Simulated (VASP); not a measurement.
Crystal: Mo.

```xyz
2
Lattice="2.8047 0.0000 0.0000 -1.4023 2.4289 0.0000 0.0000 0.0000 4.5800" Properties=species:S:1:pos:R:3 pbc="T T T"
Mo    0.0000    1.6193    1.1450
Mo    1.4023    0.8096    3.4350
```

This isn't the form of Mo at room conditions, which is bcc.

| Quantity | Value |
| --- | --- |
| Program | VASP 6.6.1 |
| Task | relaxation of cell and atoms |
| Functional | PBEsol |
| Potentials or basis | VASP PAW PBE potentials, release 64 (Mo) |
| Cutoff | 580 eV |
| k mesh | 18 × 18 × 10 |
| Occupations | gaussian, width 0.1 eV |
| Spin | no spin polarisation |

At the start: pressure -2.8 GPa; volume 15.60 Å³/atom.

Problem. How do energy, volume and symmetry change on relaxing?

Solution. Over 10 steps the energy falls by 32.9 meV/atom and the volume is 15.53 Å³/atom (-0.5 %); space group P6_3/mmc (No. 194, to 0.05 Å).

Step by step:
```tsv
step	energy change (eV)	largest force (eV/Å)	pressure (GPa)	volume (Å³)
1	0.0000	0.0000	-2.77	31.20
2	0.0046	0.0000	8.61	29.99
3	-0.0075	0.0000	2.07	30.66
4	-0.0252	0.0000	3.68	30.52
5	-0.0456	0.0000	6.74	30.28
6	-0.0546	0.0000	5.48	30.43
7	-0.0603	0.0000	3.38	30.71
8	-0.0633	0.0000	2.23	30.83
9	-0.0656	0.0000	-0.44	31.11
10	-0.0657	0.0000	0.01	31.06
```

Final structure:
```
Mo
1.0
     2.72329    0.00000    0.00000
    -1.36164    2.35843    0.00000
     0.00000    0.00000    4.83551
Mo
2
Direct
  0.33333 0.66667 0.25000
  0.66667 0.33333 0.75000
```

Caveat: the PAW data sets were made with another functional, which shifts forces and pressure a little.
